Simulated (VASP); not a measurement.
# GaAs in VASP: notebook

Runs on GaAs. Level: PBEsol. Tasks: work function.

Everything below comes from runs of VASP 6.6.1. Logs are shortened: lines on timing, memory, paths and dates and some standing lists are left out, and cuts for length are marked.

## Step 1: The slab as given

The cell holds a slab with vacuum, 16 atoms: a = 5.654 Å, b = 3.998 Å, c = 23.992 Å, α = 90.00°, β = 90.00°, γ = 90.00°.

## Step 2: Work function, PBEsol

INCAR reads:

```
PREC = Accurate
ENCUT = 520
EDIFF = 1E-6
ISMEAR = 0
SIGMA = 0.05
LREAL = False
LASPH = True
NELM = 100
ALGO = Fast
ISIF = 2
LWAVE = False
LCHARG = True
LDIPOL = True
IDIPOL = 3
DIPOL = 0.5 0.5 0.500
GGA = PS
LVHAR = True
LVACPOTAV = True
KPAR = 8
```

KPOINTS reads:

```
regular mesh
0
Gamma
  4 6 1
```

POSCAR reads:

```
GaAs
1.0
    5.6537000000      0.0000000000      0.0000000000
    0.0000000000      3.9977696090      0.0000000000
    0.0000000000      0.0000000000     23.9921936294
Ga As
8 8
Direct
    0.5000000000      0.5000000000      0.2084011190
    1.0000000000      1.0000000000      0.2917150850
    0.5000000000      0.5000000000      0.3750290510
    1.0000000000      1.0000000000      0.4583430170
    0.5000000000      0.5000000000      0.5416569830
    1.0000000000      1.0000000000      0.6249709490
    0.5000000000      0.5000000000      0.7082849150
    1.0000000000      1.0000000000      0.7915988810
    0.7500000000      1.0000000000      0.2084011190
    0.2500000000      0.5000000000      0.2917150850
    0.7500000000      1.0000000000      0.3750290510
    0.2500000000      0.5000000000      0.4583430170
    0.7500000000      1.0000000000      0.5416569830
    0.2500000000      0.5000000000      0.6249709490
    0.7500000000      1.0000000000      0.7082849150
    0.2500000000      0.5000000000      0.7915988810
```

Potentials or basis: VASP PAW PBE potentials, release 64 (Ga_d, As).

Started as:

```console
> cat potpaw_PBE.64/Ga_d/POTCAR potpaw_PBE.64/As/POTCAR > POTCAR
> mpirun -np 8 vasp_std > vasp.out
```

OUTCAR:

```text
PREC = Accurate
   ENCUT = 520
   EDIFF = 1E-6
   ISMEAR = 0
   LREAL = False
   LASPH = True
   NELM = 100
   ISIF = 2
   GGA = PS

 ion  position               nearest neighbor table
   1  0.500  0.500  0.208-  10 2.45   9 2.45   9 2.45
   2  0.000  0.000  0.292-   9 2.45  11 2.45  10 2.45  10 2.45
   3  0.500  0.500  0.375-  10 2.45  12 2.45  11 2.45  11 2.45
   4  0.000  0.000  0.458-  11 2.45  13 2.45  12 2.45  12 2.45
   5  0.500  0.500  0.542-  14 2.45  12 2.45  13 2.45  13 2.45
   6  0.000  0.000  0.625-  13 2.45  15 2.45  14 2.45  14 2.45
   7  0.500  0.500  0.708-  14 2.45  16 2.45  15 2.45  15 2.45
   8  0.000  0.000  0.792-  15 2.45  16 2.45  16 2.45
   9  0.750  0.000  0.208-   2 2.45   1 2.45   1 2.45
  10  0.250  0.500  0.292-   1 2.45   3 2.45   2 2.45   2 2.45
  11  0.750  0.000  0.375-   2 2.45   4 2.45   3 2.45   3 2.45
  12  0.250  0.500  0.458-   3 2.45   5 2.45   4 2.45   4 2.45
  13  0.750  0.000  0.542-   6 2.45   4 2.45   5 2.45   5 2.45
  14  0.250  0.500  0.625-   5 2.45   7 2.45   6 2.45   6 2.45
  15  0.750  0.000  0.708-   6 2.45   8 2.45   7 2.45   7 2.45
  16  0.250  0.500  0.792-   7 2.45   8 2.45   8 2.45

  LATTYP: Found a simple orthorhombic cell.
 ALAT       =     3.9977696090
 B/A-ratio  =     1.4142135623
 C/A-ratio  =     6.0013947716

  Lattice vectors:

 A1 = (   0.0000000000,  -3.9977696090,   0.0000000000)
 A2 = (   5.6537000000,   0.0000000000,   0.0000000000)
 A3 = (   0.0000000000,   0.0000000000,  23.9921936294)

Analysis of symmetry for initial positions (statically):
=====================================================================
 Subroutine PRICEL returns:
 Original cell was already a primitive cell.

 Routine SETGRP: Setting up the symmetry group for a
 simple orthorhombic supercell.

 Subroutine GETGRP returns: Found  4 space group operations
 (whereof  2 operations were pure point group operations)
 out of a pool of  8 trial point group operations.

The static configuration has the point symmetry C_1h.
 The point group associated with its full space group is C_2v.

Analysis of symmetry for dynamics (positions and initial velocities):
=====================================================================
 Subroutine PRICEL returns:
 Original cell was already a primitive cell.

 Routine SETGRP: Setting up the symmetry group for a
 simple orthorhombic supercell.

 Subroutine GETGRP returns: Found  4 space group operations
 (whereof  2 operations were pure point group operations)
 out of a pool of  8 trial point group operations.

The dynamic configuration has the point symmetry C_1h.
 The point group associated with its full space group is C_2v.

 Subroutine INISYM returns: Found  4 space group operations
 (whereof  2 operations are pure point group operations),
 and found     1 'primitive' translations

----------------------------------------------------------------------------------------

                                     Primitive cell

  volume of cell :     542.2761

  direct lattice vectors                    reciprocal lattice vectors
     5.653700000  0.000000000  0.000000000     0.176875321  0.000000000  0.000000000
     0.000000000  3.997769609  0.000000000     0.000000000  0.250139477  0.000000000
     0.000000000  0.000000000 23.992193629     0.000000000  0.000000000  0.041680224

  length of vectors
     5.653700000  3.997769609 23.992193629     0.176875321  0.250139477  0.041680224

  position of ions in fractional coordinates (direct lattice)
     0.500000000  0.500000000  0.208401119
     0.000000000  0.000000000  0.291715085
     0.500000000  0.500000000  0.375029051
     0.000000000  0.000000000  0.458343017
     0.500000000  0.500000000  0.541656983
     0.000000000  0.000000000  0.624970949
[... 8 lines left out ...]
     0.750000000  0.000000000  0.708284915
     0.250000000  0.500000000  0.791598881

  ion indices of the primitive-cell ions
   primitive index   ion index
                 1           1
                 2           2
                 3           3
                 4           4
                 5           5
                 6           6
[... 8 lines left out ...]
                15          15
                16          16

----------------------------------------------------------------------------------------

 KPOINTS: regular mesh

Automatic generation of k-mesh.
 Grid dimensions read from file:
 generate k-points for:    4    6    1

 Generating k-lattice:

  Cartesian coordinates                     Fractional coordinates (reciprocal lattice)
     0.044218830  0.000000000  0.000000000     0.250000000  0.000000000  0.000000000
     0.000000000  0.041689913  0.000000000     0.000000000  0.166666667  0.000000000
     0.000000000  0.000000000  0.041680224     0.000000000  0.000000000  1.000000000

  Length of vectors
     0.044218830  0.041689913  0.041680224

  Shift w.r.t. Gamma in fractional coordinates (k-lattice)
     0.000000000  0.000000000  0.000000000

 Subroutine IBZKPT returns following result:
 ===========================================

 Found     12 irreducible k-points:

 Following reciprocal coordinates:
            Coordinates               Weight
  0.000000  0.000000  0.000000      1.000000
  0.250000  0.000000  0.000000      2.000000
  0.500000  0.000000  0.000000      1.000000
  0.000000  0.166667  0.000000      2.000000
  0.250000  0.166667  0.000000      4.000000
  0.500000  0.166667  0.000000      2.000000
  0.000000  0.333333  0.000000      2.000000
  0.250000  0.333333  0.000000      4.000000
  0.500000  0.333333  0.000000      2.000000
  0.000000  0.500000  0.000000      1.000000
  0.250000  0.500000  0.000000      2.000000
  0.500000  0.500000  0.000000      1.000000
   k-points           NKPTS =     12   k-points in BZ     NKDIM =     12   number of bands    NBANDS=     86
   number of dos      NEDOS =    301   number of ions     NIONS =     16
   total plane-waves  NPLWV = 226800
   dimension x,y,z NGX =    42 NGY =   30 NGZ =  180
   dimension x,y,z NGXF=    84 NGYF=   60 NGZF=  360
   ions per type =               8   8
   NGX,Y,Z   is equivalent  to a cutoff of  12.35, 12.48, 12.47 a.u.
   NGXF,Y,Z  is equivalent  to a cutoff of  24.70, 24.95, 24.95 a.u.
 SYSTEM =  unknown system
   PREC   = accura    normal or accurate (medium, high low for compatibility)
   ISTART =      0    job   : 0-new  1-cont  2-samecut
   ICHARG =      2    charge: 1-file 2-atom 10-const
   ISPIN  =      1    spin polarized calculation?
   LNONCOLLINEAR =      F non collinear calculations
   LSORBIT =      F    spin-orbit coupling
   LASPH  =      T    aspherical Exc in radial PAW
   ENCUT  =  520.0 eV  38.22 Ry    6.18 a.u.  10.51  7.43 44.61*2*pi/ulx,y,z
   NELM   =    100;   NELMIN=  2; NELMDL= -5     # of ELM steps
   EDIFF  = 0.1E-05   stopping-criterion for ELM
   LREAL  =      F    real-space projection
   EDIFFG = 0.1E-04   stopping-criterion for IOM
   NSW    =      0    number of steps for IOM
   IBRION =     -1    ionic relax: 0-MD 1-quasi-New 2-CG
   NFREE  =      0    steps in history (QN), initial steepest desc. (CG)
   ISIF   =      2    stress and relaxation
   ISYM   =      2    0-nonsym 1-usesym 2-fastsym
   POTIM  = 0.5000    time-step for ionic-motion
   TEBEG  =    0.0;   TEEND  =   0.0 temperature during run
   PSTRESS=    0.0 pullay stress
   NELECT =     144.0000    total number of electrons
   NUPDOWN=      -1.0000    fix difference up-down
   EMIN   =  10.00;   EMAX   =-10.00  energy-range for DOS
   EFERMI =   0.00;   METHOD = LEGACY
   ISMEAR =     0;   SIGMA  =   0.05  broadening in eV -4-tet -1-fermi 0-gaus
   EFERMI_NEDOS =   21; number of points for ismear=-14 and -15
   IALGO  =     68    algorithm
   IMIX   =      4    mixing-type and parameters
     AMIX     =   0.40;   BMIX     =  1.00
     AMIX_MAG =   1.60;   BMIX_MAG =  1.00
  volume/ion in A,a.u.               =      33.89       228.72
  Fermi-wavevector in a.u.,A,eV,Ry     =   1.052258  1.988479 15.065004  1.107247
  Thomas-Fermi vector in A             =   2.187333
   LORBIT       =      0    0 simple, 1 ext, 2 COOP (PROOUT), +10 PAW based schemes
   GGA     = PS    functional components
   LHFCALC =     F    Hartree Fock is set to
   AEXX    =    0.0000 exact exchange contribution
   IVDW    =     0    specifies the selected vdW correction
   LEPSILON=     F    determine dielectric tensor
   LRPA    =     F    only Hartree local field effects (RPA)
 non-spin polarized calculation
 RMM-DIIS sequential band-by-band and
 Gauss-broadening in eV      SIGMA  =   0.05
  energy-cutoff  :      520.00
  volume of cell :      542.28
 maximum number of plane-waves:     14658
   NGX = 21   NGY = 15   NGZ = 89

 number of electron     144.0000004 magnetization

 dipolmoment           0.000000      0.000000      0.000000 electrons x Angstroem

 Free energy of the ion-electron system (eV)
  ---------------------------------------------------
  ext. energy  EPLUGINS =         0.00000000
  ---------------------------------------------------
  free energy    TOTEN  =       -69.31196324 eV

  energy without entropy =      -69.31196323  energy(sigma->0) =      -69.31196323

 E-fermi :   1.0777     XC(G=0):  -7.1166

 val. band max:        0.9008943813   @ k =   0.0000   0.0000   0.0000
 cond. band min:       1.2546508811   @ k =   0.0000   0.0000   0.0000
 fundamental gap:      0.3537564998
 Fermi energy:         1.0777434987

 k-point     1 :       0.0000    0.0000    0.0000
  band No.  band energies     occupation
      1     -14.0152      2.00000
      2     -14.0147      2.00000
      3     -14.0009      2.00000
      4     -14.0005      2.00000
      5     -13.9939      2.00000
      6     -13.9778      2.00000
[... 1033 lines left out ...]
     83       5.2225      0.00000
     84       5.2486      0.00000
 [bands above 84 left out]

------------------------ aborting loop because EDIFF is reached ----------------------------------------

  FORCE on cell =-STRESS in cart. coord.  units (eV):
  Direction    XX          YY          ZZ          XY          YZ          ZX
  --------------------------------------------------------------------------------------
  -------------------------------------------------------------------------------------
  Total       -1.4187632     -1.0805300      1.8700265      0.0000000      0.0000000      0.0000000
  in kB       -4.1917947     -3.1924709      5.5250709      0.0000000      0.0000000      0.0000000
  external PRESSURE =      -0.6197315 kB  Pullay stress =       0.0000000 kB

 VOLUME and BASIS-vectors are now :
 -----------------------------------------------------------------------------
  energy-cutoff  :      520.00
  volume of cell :      542.28
      direct lattice vectors                 reciprocal lattice vectors
     5.653700000  0.000000000  0.000000000     0.176875321  0.000000000  0.000000000
     0.000000000  3.997769609  0.000000000     0.000000000  0.250139477  0.000000000
     0.000000000  0.000000000 23.992193629     0.000000000  0.000000000  0.041680224

 POSITION                                       TOTAL-FORCE (eV/Angst)
 -----------------------------------------------------------------------------------
      2.82685      1.99888      5.00000         1.004619      0.000000      1.272704
      0.00000      0.00000      6.99888        -0.306703      0.000000      0.241131
      2.82685      1.99888      8.99777         0.257133      0.000000      0.157791
      0.00000      0.00000     10.99665        -0.019402      0.000000     -0.007951
      2.82685      1.99888     12.99554        -0.019402      0.000000      0.007951
      0.00000      0.00000     14.99442         0.257133      0.000000     -0.157791
[... 8 lines left out ...]
      4.24027      0.00000     16.99331        -0.624663      0.000000      0.504076
      1.41342      1.99888     18.99219        -0.185951      0.000000      1.310136
 -----------------------------------------------------------------------------------
    total drift:                               -0.000218     -0.000000      0.000000

  FREE ENERGIE OF THE ION-ELECTRON SYSTEM (eV)
  ---------------------------------------------------
  free  energy   TOTEN  =       -69.3119632361 eV

  energy  without entropy=      -69.3119632274  energy(sigma->0) =      -69.31196323

 vacuum level on the upper side and lower side of the slab         5.678         5.678
```

It took 6.8 min on 8 MPI ranks of Intel Xeon Platinum 8375C at 2.90GHz (Ice Lake), shared host; peak memory 0.76 GiB.

Results:

```yaml
Free_energy: -69.3120 eV
Largest_force: 1.621 eV/Å
Band_gap_on_the_k_mesh: 0.35 eV, direct
Ionisation_potential_of_the_upper_face: 4.78 eV
```

Forces in eV/Å, atoms in the order of the input:
```
Ga   1.005  0.000  1.273
Ga  -0.307  0.000  0.241
Ga   0.257  0.000  0.158
Ga  -0.019  0.000 -0.008
Ga  -0.019  0.000  0.008
Ga   0.257  0.000 -0.158
Ga  -0.307  0.000 -0.241
Ga   1.005  0.000 -1.273
As  -0.186  0.000 -1.310
As  -0.625  0.000 -0.504
As  -0.042  0.000  0.088
As  -0.083  0.000 -0.090
As  -0.083  0.000  0.090
As  -0.042  0.000 -0.088
As  -0.625  0.000  0.504
As  -0.186  0.000  1.310
```

Caveat: the PAW data sets were made with another functional, which shifts forces and pressure a little. PBEsol gaps usually lie below the measured ones, often by a third to a half.

(Continued in part 2 of 2.)
